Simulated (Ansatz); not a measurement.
## Si: energy above lowest point and pressure against volume per atom

All results are calculated (Ansatz 0.2.0 development build). Equation of state of a cubic crystal from periodic Kohn-Sham density functional theory without spin; pressure corrected for the finite basis.

Cell of the first row (space group Pm-3m, No. 221):
```
cell vectors (Å)
   2.5149     0.0000     0.0000
   0.0000     2.5149     0.0000
   0.0000     0.0000     2.5149
atoms (fractions of the cell vectors)
Si  0.00000  0.00000  0.00000
```

Settings of every row: formula Si; structure type simple cubic; functional PBE; spin treatment none; k mesh 43x43x43; occupation method fermi-dirac; occupation width 0.061225619 eV; wave cutoff 420 eV; datasets soft-1 PAW; density cutoff ratio 4.

Limits: a cubic model structure, not a phase known at ambient conditions.

| row | volume per atom (Å³) | energy above lowest point (meV/atom) | pressure (GPa) |
| --- | --- | --- | --- |
| 1 | 15.906 | ? | ? |
| 2 | 16.231 | 0 | -0.027 |
| 3 | 16.555 | 2.03 | -1.938 |
| 4 | 16.88 | 7.72 | -3.652 |
| 5 | 17.205 | 16.71 | -5.186 |

Question: what energy above lowest point and pressure should row 1 give?

Worked fit of energy above lowest point. Take u = (V_r/V)^(2/3) − 1 with V_r = 16.718 Å³ an atom, which is twice the finite (Eulerian) strain; such expansions in the strain, on which the Birch-Murnaghan equation of state is built, carry the rest volume and the bulk modulus. The shown rows have u = 0.0199, 0.00655, -0.00641, -0.01896. Least squares give energy above lowest point = 4.448 − 440.27 × u + 10889.5 × u² meV/atom; a straight line predicts inner rows, each left out in turn, worse (root mean square 2.6 against 0.0042 meV/atom). All shown rows lie on it to the printed digit. The withheld row has u = 0.03375, so the fit gives 4.448 − 440.27 × (0.03375) + 10889.5 × (0.03375)² = 1.99 meV/atom.

The calculation gave 2.06 meV/atom. The fit lies 0.07 meV/atom (3.4 % of the value, 0.42 % of the column's range) below it; its largest miss of a shown row is 0.00 meV/atom. This row lies beyond the range of the fit.

Worked fit of pressure. Take u = (V_r/V)^(2/3) − 1 with V_r = 16.718 Å³ an atom, which is twice the finite (Eulerian) strain; such expansions in the strain, on which the Birch-Murnaghan equation of state is built, carry the rest volume and the bulk modulus. The shown rows have u = 0.0199, 0.00655, -0.00641, -0.01896. Least squares give pressure = −2.8212 + 132.361 × u + 403.84 × u² GPa; a straight line predicts inner rows, each left out in turn, worse (root mean square 0.097 against 0.0024 GPa). The rows lie off it by 0.000, -0.001, 0.001, 0.000. The withheld row has u = 0.03375, so the fit gives −2.8212 + 132.361 × (0.03375) + 403.84 × (0.03375)² = 2.106 GPa.

The calculation gave 2.102 GPa. The fit lies 0.004 GPa (0.055 % of the column's range) above it; its largest miss of a shown row is 0.001 GPa. This row lies beyond the range of the fit.
